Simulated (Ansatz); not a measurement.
# MnSb (Fm-3m): the held moment from field and pressure

Geometry: a structure from the Materials Project; nothing is relaxed.

Settings: PBE, 12×12×12 k mesh, Fermi–Dirac smearing of 0.08 eV. PAW means Ansatz 0.2.0 on its default frozen-core files. Site moments are integrated in spheres about the atoms.

The run was typed so:

```yaml
crystal:
  lattice:
    - [0.0, 2.795016, 2.795016]
    - [2.795016, 0.0, 2.795016]
    - [2.795016, 2.795016, 0.0]
  atoms:
    - { symbol: Mn, position: [0.0, 0.0, 0.0], spin: 4.0 }
    - { symbol: Sb, position: [0.5, 0.5, 0.5] }
magnetization:
  spin_polarized: true
kpoints:
  mp_grid: { grid: [12, 12, 12] }
scf:
  occupations: { method: fermi_dirac, width: 0.08 }
  lower_state_search: "off"
hamiltonian:
  xc: pbe
  pseudopotentials: { kind: paw }
output:
  forces: true
  stress: true
  eigenvalues: true
  populations: true
  dos: { projected: true, de: 0.1, e_range: [-8, 5] }
  write_density: true
  write_potential: true
  elf: true
  volumetric_format: npy
```

Command: `ansatz run input.yaml --threads 1 --pin off --max-ram 3072MiB --backend cpu --events-out ev --progress --plain --runs-dir out`

The free run ends with 3.84 μB per cell. Further runs hold the cell's moment M by two Fermi levels; B is half their difference over μB, positive where the field raises M. Some of them:

```tsv
M (μB/cell)	B (T)	ΔF over the free run (meV/cell)	pressure (GPa)
1.27	-8859	1119.6	-11.2
4.80	17509	565.5	5.5
5.76	27048	1815.4	13.9
```

Problem. Another run of the series gave B (T) = -4243, ΔF over the free run (meV/cell) = 52.2, pressure (GPa) = -2.5. Which moment was held?
A. 2.57
B. 4.22
C. 3.46

Solution. C. M (μB/cell) = 3.46.

Problem. Another run of the series gave B (T) = -9250, ΔF over the free run (meV/cell) = 424.1, pressure (GPa) = -6.9. Which moment was held?
A. 3.46
B. 4.22
C. 2.57

Solution. C. M (μB/cell) = 2.57.

The whole series:

```tsv
M (μB/cell)	B (T)	ΔF over the free run (meV/cell)	pressure (GPa)
1.27	-8859	1119.6	-11.2
2.57	-9250	424.1	-6.9
3.46	-4243	52.2	-2.5
4.22	9440	99.1	1.9
4.80	17509	565.5	5.5
5.76	27048	1815.4	13.9
```

The Ansatz runs typed with the search for lower states off end where their start leads. Spin–orbit coupling is left out although heavy atoms are present. None of this fixes the real material's magnetic order: only patterns that fit the cell were computed, at zero temperature, with a functional that can overstate moments.
